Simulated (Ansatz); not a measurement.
InCuS2:
```xyz
8
Lattice="-2.7610 2.7610 5.5663 2.7610 -2.7610 5.5663 2.7610 2.7610 -5.5663" Properties=species:S:1:pos:R:3 pbc="T T T"
In     0.0000     0.0000     5.5663
In     2.7610     0.0000     2.7831
Cu     0.0000     2.7610     2.7831
Cu     0.0000     0.0000     0.0000
S      1.5374     1.3805     6.9578
S      4.1415     1.2236    -1.3916
S      1.2236     1.3805     1.3916
S     -1.3805     1.5374     4.1747
```

Relaxed with r²SCAN in the plane-wave PAW code Ansatz. Indices refer to the conventional cell of I-42d, a = b = 5.5221 Å, c = 11.1326 Å, α = β = γ = 90.00°.

Question: Simulate the powder diffraction pattern (Ag Kα, λ = 0.560885 Å; lines above 1 %) up to 2θ = 30°.

Answer: Simulated powder pattern, Ag Kα, λ = 0.560885 Å (kinematic, ideal powder, no thermal factors, no anomalous dispersion; the 30 strongest lines at most, above 1 %, up to 2θ = 30°):

| 2θ (°) | d (Å) | I/Imax (%) | hkl |
|---|---|---|---|
| 6.50 | 4.947 | 5.2 | (101) |
| 10.07 | 3.197 | 100 | (112) |
| 10.45 | 3.080 | 3.6 | (103) |
| 11.57 | 2.783 | 6.4 | (004) |
| 11.66 | 2.761 | 13 | (200) |
| 13.36 | 2.411 | 4.2 | (211) |
| 15.61 | 2.065 | 1.3 | (105) |
| 15.68 | 2.056 | 1.5 | (213) |
| 16.45 | 1.960 | 43 | (204) |
| 16.52 | 1.952 | 21 | (220) |
| 17.77 | 1.816 | 1.4 | (301) |
| 19.27 | 1.676 | 17 | (116) |
| 19.38 | 1.666 | 33 | (312) |
| 20.21 | 1.598 | 6.2 | (224) |
| 22.85 | 1.416 | 1.4 | (323) |
| 23.25 | 1.392 | 3.8 | (008) |
| 23.44 | 1.381 | 6.9 | (400) |
| 25.48 | 1.272 | 14 | (316) |
| 25.57 | 1.267 | 6.7 | (332) |
| 25.68 | 1.262 | 1.0 | (325) |
| 26.09 | 1.243 | 2.6 | (208) |
| 26.21 | 1.237 | 2.8 | (404) |
| 26.26 | 1.235 | 2.8 | (420) |
| 28.66 | 1.133 | 7.3 | (228) |
| 28.77 | 1.129 | 14 | (424) |

The cell was relaxed with r²SCAN under the symmetry of its start. No spin polarisation was allowed.

Potentials: the earlier of the program's two PAW sets.
